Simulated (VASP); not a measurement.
# AlN (P6_3/mmc) in VASP: notebook, part 2 of 2

VASP 6.6.1.

### Step 4. Single point, PBEsol

Contents of INCAR:

```
PREC     = Accurate       # precision mode
ENCUT    = 700            # plane-wave cutoff, eV
EDIFF    = 1E-6           # SCF threshold, eV
ISMEAR   = 0              # smearing method
SIGMA    = 0.05           # smearing width, eV
LREAL    = False          # projectors in reciprocal space
LASPH    = True           # aspherical terms in the spheres
NELM     = 100            # most SCF steps
ALGO     = Normal         # electronic algorithm
ISIF     = 2              # what is computed and relaxed
LWAVE    = False          # write WAVECAR
LCHARG   = False          # write CHGCAR
GGA      = PS             # functional
ADDGRID  = False
```

Contents of KPOINTS:

```
regular mesh
0
Gamma
  2 2 2
```

Contents of POSCAR:

```
AlN
1.0
    3.3121157418      0.0000000000      0.0000000000
   -1.6560578709      2.8683763727      0.0000000000
    0.0000000000      0.0000000000      4.1875630000
Al N
2 2
Direct
    0.6666666667      0.3333333333      0.2500000000
    0.3333333333      0.6666666667      0.7500000000
    0.6666666667      0.3333333333      0.7500000000
    0.3333333333      0.6666666667      0.2500000000
```

Potentials or basis: VASP PAW PBE potentials, release 64 (Al, N).

On the command line:

```bash
cat potpaw_PBE.64/Al/POTCAR potpaw_PBE.64/N/POTCAR > POTCAR
mpirun -np 1 vasp_std > vasp.out
```

OUTCAR:

```text
PREC = Accurate
   ENCUT = 700
   EDIFF = 1E-6
   ISMEAR = 0
   LREAL = False
   LASPH = True
   NELM = 100
   ISIF = 2
   GGA = PS

 Found      4 irreducible k-points:

 Following reciprocal coordinates:
            Coordinates               Weight
  0.000000  0.000000  0.000000      1.000000
  0.500000  0.000000  0.000000      3.000000
  0.000000  0.000000  0.500000      1.000000
  0.500000  0.000000  0.500000      3.000000
   k-points           NKPTS =      4   k-points in BZ     NKDIM =      4   number of bands    NBANDS=     12
   number of dos      NEDOS =    301   number of ions     NIONS =      4
   total plane-waves  NPLWV =  32400
   dimension x,y,z NGX =    30 NGY =   30 NGZ =   36
   dimension x,y,z NGXF=    60 NGYF=   60 NGZF=   72
   ions per type =               2   2
   NGX,Y,Z   is equivalent  to a cutoff of  15.06, 15.06, 14.29 a.u.
   NGXF,Y,Z  is equivalent  to a cutoff of  30.12, 30.12, 28.58 a.u.
 SYSTEM =  unknown system
   PREC   = accura    normal or accurate (medium, high low for compatibility)
   ISTART =      0    job   : 0-new  1-cont  2-samecut
   ICHARG =      2    charge: 1-file 2-atom 10-const
   ISPIN  =      1    spin polarized calculation?
   LNONCOLLINEAR =      F non collinear calculations
   LSORBIT =      F    spin-orbit coupling
   LASPH  =      T    aspherical Exc in radial PAW
   ENCUT  =  700.0 eV  51.45 Ry    7.17 a.u.   7.15  7.15  9.03*2*pi/ulx,y,z
   NELM   =    100;   NELMIN=  2; NELMDL= -5     # of ELM steps
   EDIFF  = 0.1E-05   stopping-criterion for ELM
   LREAL  =      F    real-space projection
   EDIFFG = 0.1E-04   stopping-criterion for IOM
   NSW    =      0    number of steps for IOM
   IBRION =     -1    ionic relax: 0-MD 1-quasi-New 2-CG
   NFREE  =      0    steps in history (QN), initial steepest desc. (CG)
   ISIF   =      2    stress and relaxation
   ISYM   =      2    0-nonsym 1-usesym 2-fastsym
   POTIM  = 0.5000    time-step for ionic-motion
   TEBEG  =    0.0;   TEEND  =   0.0 temperature during run
   PSTRESS=    0.0 pullay stress
   NELECT =      16.0000    total number of electrons
   NUPDOWN=      -1.0000    fix difference up-down
   EMIN   =  10.00;   EMAX   =-10.00  energy-range for DOS
   EFERMI =   0.00;   METHOD = LEGACY
   ISMEAR =     0;   SIGMA  =   0.05  broadening in eV -4-tet -1-fermi 0-gaus
   EFERMI_NEDOS =   21; number of points for ismear=-14 and -15
   IALGO  =     38    algorithm
   IMIX   =      4    mixing-type and parameters
     AMIX     =   0.40;   BMIX     =  1.00
     AMIX_MAG =   1.60;   BMIX_MAG =  1.00
  volume/ion in A,a.u.               =       9.95        67.12
  Fermi-wavevector in a.u.,A,eV,Ry     =   1.208409  2.283561 19.867927  1.460251
  Thomas-Fermi vector in A             =   2.344017
   LORBIT       =      0    0 simple, 1 ext, 2 COOP (PROOUT), +10 PAW based schemes
   GGA     = PS    functional components
   LHFCALC =     F    Hartree Fock is set to
   AEXX    =    0.0000 exact exchange contribution
   IVDW    =     0    specifies the selected vdW correction
   LEPSILON=     F    determine dielectric tensor
   LRPA    =     F    only Hartree local field effects (RPA)
 non-spin polarized calculation
 Gauss-broadening in eV      SIGMA  =   0.05
  energy-cutoff  :      700.00
  volume of cell :       39.78
 maximum number of plane-waves:      1680
 NGX is ok and might be reduce to    30
   NGX = 15   NGY = 15   NGZ = 19

 number of electron      16.0000001 magnetization

 Free energy of the ion-electron system (eV)
  ---------------------------------------------------
  ext. energy  EPLUGINS =         0.00000000
  ---------------------------------------------------
  free energy    TOTEN  =       -30.42527151 eV

  energy without entropy =      -30.42527151  energy(sigma->0) =      -30.42527151

 E-fermi :   8.1852     XC(G=0): -11.3372

 val. band max:        7.9241506911   @ k =   0.0000   0.0000   0.0000
 cond. band min:      11.0921507488   @ k =   0.0000   0.0000   0.0000
 fundamental gap:      3.1680000578
 Fermi energy:         8.1852165773

 k-point     1 :       0.0000    0.0000    0.0000
  band No.  band energies     occupation
      1      -8.8466      2.00000
      2      -5.1464      2.00000
      3       0.9653      2.00000
      4       4.6543      2.00000
      5       4.6543      2.00000
      6       6.3343      2.00000
      7       6.3343      2.00000
      8       7.9242      2.00000
      9      11.0922      0.00000
     10      12.2114      0.00000
     11      16.0084      0.00000
     12      16.0084      0.00000

 k-point     2 :       0.5000    0.0000    0.0000
  band No.  band energies     occupation
      1      -6.9590      2.00000
      2      -5.7892      2.00000
      3       1.4084      2.00000
      4       3.1331      2.00000
      5       3.4215      2.00000
      6       3.5972      2.00000
      7       4.9847      2.00000
      8       6.4934      2.00000
      9      11.6284      0.00000
     10      14.9200      0.00000
     11      14.9277      0.00000
     12      17.1868      0.00000

 k-point     3 :       0.0000    0.0000    0.5000
  band No.  band energies     occupation
      1      -7.4023      2.00000
      2      -7.4023      2.00000
      3       4.1713      2.00000
      4       4.1713      2.00000
      5       5.4548      2.00000
      6       5.4548      2.00000
      7       5.4548      2.00000
      8       5.4548      2.00000
      9      13.4646      0.00000
     10      13.4646      0.00000
     11      16.1895      0.00000
     12      16.1895      0.00000

 k-point     4 :       0.5000    0.0000    0.5000
  band No.  band energies     occupation
      1      -6.2146      2.00000
      2      -6.2146      2.00000
      3       0.6039      2.00000
      4       0.6039      2.00000
      5       4.6708      2.00000
      6       4.6708      2.00000
      7       6.1609      2.00000
      8       6.1609      2.00000
      9      12.8426      0.00000
     10      12.8426      0.00000
     11      17.0369      0.00000
     12      17.0369      0.00000

------------------------ aborting loop because EDIFF is reached ----------------------------------------

  FORCE on cell =-STRESS in cart. coord.  units (eV):
  Direction    XX          YY          ZZ          XY          YZ          ZX
  --------------------------------------------------------------------------------------
  -------------------------------------------------------------------------------------
  Total        0.0878762      0.0878762     -3.5088546      0.0000000      0.0000000      0.0000000
  in kB        3.5389858      3.5389858   -141.3100223      0.0000000      0.0000000      0.0000000
  external PRESSURE =     -44.7440169 kB  Pullay stress =       0.0000000 kB

 VOLUME and BASIS-vectors are now :
 -----------------------------------------------------------------------------
  energy-cutoff  :      700.00
  volume of cell :       39.78
      direct lattice vectors                 reciprocal lattice vectors
     3.312115742  0.000000000  0.000000000     0.301921816  0.174314642  0.000000000
    -1.656057871  2.868376373  0.000000000     0.000000000  0.348629284  0.000000000
     0.000000000  0.000000000  4.187563000     0.000000000  0.000000000  0.238802377

 POSITION                                       TOTAL-FORCE (eV/Angst)
 -----------------------------------------------------------------------------------
      1.65606      0.95613      1.04689        -0.000000      0.000000      0.000000
     -0.00000      1.91225      3.14067         0.000000     -0.000000      0.000000
      1.65606      0.95613      3.14067        -0.000000      0.000000      0.000000
     -0.00000      1.91225      1.04689         0.000000      0.000000      0.000000
 -----------------------------------------------------------------------------------
    total drift:                               -0.000000     -0.000000     -0.000000

  FREE ENERGIE OF THE ION-ELECTRON SYSTEM (eV)
  ---------------------------------------------------
  free  energy   TOTEN  =       -30.4252715073 eV

  energy  without entropy=      -30.4252715073  energy(sigma->0) =      -30.42527151
```

Wall time 3.2 s (1 thread of Intel Xeon 6975P-C (Granite Rapids), shared host); peak memory 0.16 GiB.

These settings aren't checked as converged: the numbers below hold their error.

What came out:

```
Free energy            : -30.4253 eV
Pressure               : -4.5 GPa
Band gap on the k mesh : 3.17 eV, direct
```

Caveat: the k mesh is coarse (spacing up to 1.10 Å⁻¹), so the values aren't converged; the PAW data sets were made with another functional, which shifts forces and pressure a little.
